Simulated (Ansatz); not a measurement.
A plane-wave DFT run in Ansatz 0.2.0 (scalar-relativistic PAW potentials unless the input names others): input and command.

```yaml
crystal:
  lattice:
    - [0.0, 2.2992253555, 2.2992253555]
    - [2.2992253555, 0.0, 2.2992253555]
    - [2.2992253555, 2.2992253555, 0.0]
  atoms:
    - { symbol: Mg, position: [0.0, 0.0, 0.0] }
    - { symbol: O, position: [0.5, 0.5, 0.5] }
basis:
  ecutwfc: "200 eV"
kpoints:
  mp_grid: { grid: [8, 8, 8] }
hamiltonian:
  xc: pbe
  pseudopotentials: { kind: paw_fr }
scf:
  occupations: { method: gaussian, width: 0.02 }
output:
  forces: true
  eigenvalues: true
  stress: true
magnetization:
  noncollinear: true
  spin_orbit: true
```

```bash
ansatz run input.yaml --threads 1 --pin off --max-ram 1331MiB --backend cpu --events-out ev --progress --plain --runs-dir out
```

Abridged log:
```
Warning: basis.ecutwfc = 200 eV is below the records' recommended 420 eV, and the density's cutoff is lower with it unless basis.ecutrho_ratio is high enough to keep the records' density cutoff: compare with a run at a higher cutoff
Basis set: ecut = 200 eV, 169 PW (Γ), exchange–correlation on 30×30×30 points (8 copies of the dense FFT grid, shifted against one another)
Bands: 24, of which v1, the nominal top of the filled ones, is band 16 counted from 1 (15 counted from 0)
Symmetry: 48 space group operations + 48 with time reversal
k-points: 29 of 512
SCF iter   1: F=—  HF=-2486.386887 eV  |F-HF|=—  |Δ(HF+E_count)|=         —  Δρ=1.64e-1  dr2=3.04e0  dr2_m=0.00e0 (ungated) ethr=3.10e-3  |M|=0.00e0 ∫|m|=0.00e0 μB  |m|>n=0.0e0 m-floor=0.0e0 τ_xc=0.0e0  β_m=0.30  ⟨swp⟩=5.8  Hψ=1628  notcnv=0
SCF iter   2: F=—  HF=-2485.583332 eV  |F-HF|=—  |Δ(HF+E_count)|=   8.04e-1  Δρ=7.43e-2  dr2=4.43e-1  dr2_m=0.00e0 (ungated) ethr=3.10e-3  |M|=0.00e0 ∫|m|=0.00e0 μB  |m|>n=0.0e0 m-floor=0.0e0 τ_xc=0.0e0  β_m=0.34  ⟨swp⟩=2.0  Hψ=656  notcnv=0  defer=80
SCF iter   3: F=—  HF=-2485.537361 eV  |F-HF|=—  |Δ(HF+E_count)|=   4.60e-2  Δρ=4.20e-2  dr2=1.52e-1  dr2_m=0.00e0 (ungated) ethr=2.77e-3  |M|=0.00e0 ∫|m|=0.00e0 μB  |m|>n=0.0e0 m-floor=0.0e0 τ_xc=0.0e0  β_m=0.57  ⟨swp⟩=2.0  Hψ=361  notcnv=0  defer=80
SCF iter   4: F=—  HF=-2485.521050 eV  |F-HF|=—  |Δ(HF+E_count)|=   1.63e-2  Δρ=6.86e-4  dr2=3.95e-5  dr2_m=0.00e0 (ungated) ethr=9.48e-4  |M|=0.00e0 ∫|m|=0.00e0 μB  |m|>n=0.0e0 m-floor=0.0e0 τ_xc=0.0e0  β_m=0.63  ⟨swp⟩=2.0  Hψ=384  notcnv=0  defer=80
SCF iter   5: F=—  HF=-2485.521055 eV  |F-HF|=—  |Δ(HF+E_count)|=   5.05e-6  Δρ=2.12e-4  dr2=4.41e-6  dr2_m=0.00e0 (ungated) ethr=2.47e-7  |M|=0.00e0 ∫|m|=0.00e0 μB  |m|>n=0.0e0 m-floor=0.0e0 τ_xc=0.0e0  β_m=0.75  ⟨swp⟩=2.1  Hψ=565  notcnv=0  defer=80
SCF iter   6: F=-2485.521066 eV  HF=-2485.521066 eV  |F-HF|=2.31e-7  |Δ(HF+E_count)|=   1.10e-5  Δρ=2.72e-5  dr2=7.21e-8  dr2_m=0.00e0 (ungated) ethr=6.25e-10  |M|=0.00e0 ∫|m|=0.00e0 μB  |m|>n=0.0e0 m-floor=0.0e0 τ_xc=0.0e0  ⟨swp⟩=6.9  Hψ=1591  notcnv=0
SCF 1 converged in 6 iterations: F = -2485.521066 eV  dr2 = 7.21e-8
SCF converged after 6 iterations
Magnetization: |M| = 0.0000 μB, M = (+0.0000, +0.0000, +0.0000) μB
Absolute magnetization: 0.0000 μB (∫|m|)
  site 0: m = (+0.0000, +0.0000, +0.0000) μB, |m| = 0.0000 μB  (R = 0.95 Å)
  site 1: m = (+0.0000, +0.0000, +0.0000) μB, |m| = 0.0000 μB  (R = 0.95 Å)
Free energy (F): -2485.521066 eV
Harris-Foulkes:  -2485.521066 eV  (|F-HF|=2.31e-7)
Internal energy: -2485.521066 eV  (E = F + TS)
E sigma→0 (E₀):  -2485.521066 eV
Fermi energy:    6.314587 eV
--- Forces (eV/Å), atoms counted from 1 ---
  atom   1  Mg     0.00000000     0.00000000     0.00000000
  atom   2  O      0.00000000     0.00000000     0.00000000
--- Stress (GPa, compression-positive) ---
      -24.935691       0.000000       0.000000
        0.000000     -24.935691       0.000000
        0.000000       0.000000     -24.935691
  P = ⅓ Tr σ = -24.9357 GPa (-249.357 kbar)
```

Apart from outputs and empty bands, the input differs from a reference run on usual settings in basis.ecutwfc: 420 → "200 eV"; hamiltonian.pseudopotentials: not typed → {"kind": "paw_fr"}; magnetization: not typed → {"noncollinear": true, "spin_orbit": true}. The reference, at the same geometry (not necessarily relaxed), gave pressure -21.61 GPa, largest force 0.000 eV/Å, gap on the mesh 2.58 eV. This run converged in 6 SCF iterations (reference: 7) with a total energy on another zero (with these potentials totals step by a constant when spin–orbit coupling is switched, so their difference is no spin–orbit energy), pressure -24.94 GPa, largest force 0.000 eV/Å, gap on the mesh 2.27 eV. Its cutoff is looser than usual. The Hamiltonian differs as well, so the change in the result can't be put down to that alone.